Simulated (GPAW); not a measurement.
A run of GPAW 26.7.0 is set up as follows.

File run.py:

```python
from ase import Atoms
from ase.dft.bandgap import bandgap
from ase.io import write
from ase.units import GPa
from gpaw import GPAW, PW, setup_paths

setup_paths.insert(0, '.')

atoms = Atoms(['Pb', 'Te'],
              cell=[[0.0, 3.231, 3.231],
                    [3.231, 0.0, 3.231],
                    [3.231, 3.231, 0.0]],
              scaled_positions=[[0.0, 0.0, 0.0],
                                [0.5, 0.5, 0.5]],
              pbc=True)

calc = GPAW(mode=PW(600),
            xc='PBE',
            kpts={'size': (6, 6, 6), 'gamma': True},
            occupations={'name': 'fermi-dirac', 'width': 0.05},
            nbands=19,
            convergence={'density': 1e-05, 'energy': 1e-05},
            maxiter=150,
            txt='gpaw.txt')
atoms.calc = calc
energy = atoms.get_potential_energy()
forces = atoms.get_forces()
stress = atoms.get_stress()
calc.write('gs.gpw')
write('result.traj', atoms)
print(f'Energy: {energy:.6f} eV')
print('Forces (eV/A):')
print(forces.round(4))
print('Stress (GPa):', (stress / GPa).round(3))
print('Fermi level:', round(calc.get_fermi_level(), 4), 'eV')
print(f'Gap: {bandgap(calc)[0]:.4f} eV, direct: {bandgap(calc, direct=True)[0]:.4f} eV')

path = atoms.cell.bandpath('GXWKGLUWLK,UX', npoints=80, eps=1e-4)
bs_calc = calc.fixed_density(kpts=path, symmetry='off', nbands=32,
                             convergence={'bands': 'CBM+6.0', 'eigenstates': 1e-6}, txt='bands.txt')
bs = bs_calc.band_structure()
bs.write('bs.json')
print(f'Gap on the path: {bandgap(bs_calc)[0]:.4f} eV')
```

Potentials or basis: PAW data sets generated in the run's folder for this functional, pw.

The run is started by

```sh
$ gpaw-setup -f PBE Pb Te
$ OMP_NUM_THREADS=1 python run.py
```

Problem. Estimate the pressure.

Solution. 1.9 GPa.

Problem. Predict the band gap along the path.

Solution. 0.69 eV, direct.

Problem. Predict the band gap on the k mesh.

Solution. 0.69 eV, direct.

Levels at the corners of the path, in eV from the valence-band top:
```
point  band 8  band 9  band 10  band 11  band 12  band 13
    Γ   -1.39   -1.39    -1.39     4.02     4.02     4.02
    X   -4.54   -2.84    -2.84     3.27     5.42     5.42
    W   -3.83   -3.83    -0.39     1.62     5.19     5.19
    K   -4.16   -2.34    -2.11     3.54     3.73     5.10
    Γ   -1.39   -1.39    -1.39     4.02     4.02     4.02
    L   -0.93   -0.93     0.00     0.69     1.22     1.22
    U   -4.16   -2.34    -2.11     3.54     3.73     5.10
    W   -3.83   -3.83    -0.39     1.62     5.19     5.19
    L   -0.93   -0.93     0.00     0.69     1.22     1.22
    K   -4.16   -2.34    -2.11     3.54     3.73     5.10
    U   -4.16   -2.34    -2.11     3.54     3.73     5.10
    X   -4.54   -2.84    -2.84     3.27     5.42     5.42
```

Caveat: spin-orbit coupling is left out, which as a rule narrows the gap of such compounds by several tenths of an eV.

**Measured values to compare with.**

From a printed reference work, monograph, for a bulk crystal of TePb at 4.2 K: band gap 0.19 eV (direct).

A measured gap of TePb is 0.19 eV (direct; 4.2 K; a printed reference work, monograph); the calculated 0.69 eV misses it by +0.50 eV. Spin-orbit coupling on Pb, Te is left out. The value is that of PBE, without temperature or zero-point motion.
